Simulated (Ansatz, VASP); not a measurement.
# BAs in VASP and in Ansatz

```
B As
1.0
     0.00000    2.38192    2.38192
     2.38192    0.00000    2.38192
     2.38192    2.38192    0.00000
B As
1 1
Direct
  0.00000 0.00000 0.00000
  0.25000 0.25000 0.25000
```

Alike in both runs: functional PBE; dispersion D3(BJ); k mesh 10 × 10 × 10; occupations gaussian, width 0.02 eV; no spin polarisation.

Ansatz relaxed the structure, and its values are those at the end. VASP's run is a single point on that final structure, the one shown.

|  | VASP | Ansatz |
| --- | --- | --- |
| version | VASP 6.6.1 | Ansatz 0.2.0 |
| potentials or method | VASP PAW PBE potentials, release 64 (B, As) | scalar-relativistic, plane waves, PAW |
| plane-wave cutoff (eV) | 520 | 420 |
| valence electrons in the cell | 8 | 18 |

```csv
,VASP,Ansatz,Ansatz less VASP
gap on the k mesh at the Fermi level (eV),1.17,1.18,+0.009
least direct gap on the mesh (eV),3.29,3.29,+0.005
pressure (GPa),0.7,0.0,-0.69
```

The two sets of potentials don't hold the same shells in valence.

A k mesh can miss the band edges.
